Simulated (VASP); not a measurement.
## CdO (Monteponite): relaxation of cell and atoms with vdW-DF2

The system is CdO (Monteponite).

```
Cd O
1.0
     0.00000    2.34950    2.34950
     2.34950    0.00000    2.34950
     2.34950    2.34950    0.00000
Cd O
1 1
Cartesian
  0.0000 0.0000 0.0000
  2.3495 2.3495 2.3495
```

```yaml
Program: VASP 6.6.1
Task: relaxation of cell and atoms
Functional: vdW-DF2
Potentials_or_basis: VASP PAW PBE potentials, release 64 (Cd, O)
Cutoff: 600 eV
k_mesh: 10 × 10 × 10
Occupations: fermi-dirac, width 0.05 eV
Spin: no spin polarisation
Further_INCAR_settings: ALGO = Normal; EDIFF = 1e-06; IBRION = 2; EDIFFG = -0.01; NSW = 60; ISIF = 3
```

- Relaxed volume: 14.54 Å³/atom
- Relaxed cell: a = 3.452 Å, b = 3.452 Å, c = 3.452 Å, α = 60.00°, β = 60.00°, γ = 60.00°
- Space group after relaxing (to 0.05 Å): Fm-3m (No. 225)
- Energy gained by relaxing: 72.8 meV/atom
- Ionic steps: 3
- Pressure after relaxing: 0.0 GPa
- Band gap on the k mesh: none (metal or under the smearing width)

The path:
```csv
step,energy change (eV),largest force (eV/Å),pressure (GPa),volume (Å³)
1,0.0000,0.0000,16.60,25.94
2,-0.0942,0.0000,-6.82,31.32
3,-0.1455,0.0000,0.00,29.08
```

Final structure:
```
Cd O
1.0
     0.00000    2.44079    2.44079
     2.44079    0.00000    2.44079
     2.44079    2.44079    0.00000
Cd O
1 1
Direct
  0.00000 0.00000 0.00000
  0.50000 0.50000 0.50000
```

Levels at points of the mesh, in eV from the Fermi level:
| k point | band 6 | band 7 | band 8 | band 9 | band 10 | band 11 | band 12 | band 13 |
| --- | --- | --- | --- | --- | --- | --- | --- | --- |
| (0.00, 0.00, 0.00) | -6.60 | -1.10 | -1.10 | -1.10 | -0.70 | 15.36 | 16.15 | 16.15 |
| (0.50, 0.00, 0.00) | -6.43 | -3.69 | -0.18 | -0.18 | 4.49 | 6.22 | 11.20 | 11.20 |
| (0.50, 0.50, 0.00) | -6.13 | -3.60 | -1.92 | -1.92 | 3.08 | 8.06 | 11.22 | 12.19 |

Wall time 3.4 min on 1 thread of Intel(R) Xeon(R) Platinum 8375C CPU @ 2.90GHz (Ice Lake), with other jobs on the host, peak memory 0.33 GiB.

Caveat: the PAW data sets were made with another functional, which shifts forces and pressure a little; the volume moved by +12 % from the deposited cell, more than functionals usually miss; this crystal is a semiconductor, whose small gap the functional closes, so the metal is an error of the method. Zero-point motion and thermal expansion aren't in these numbers.
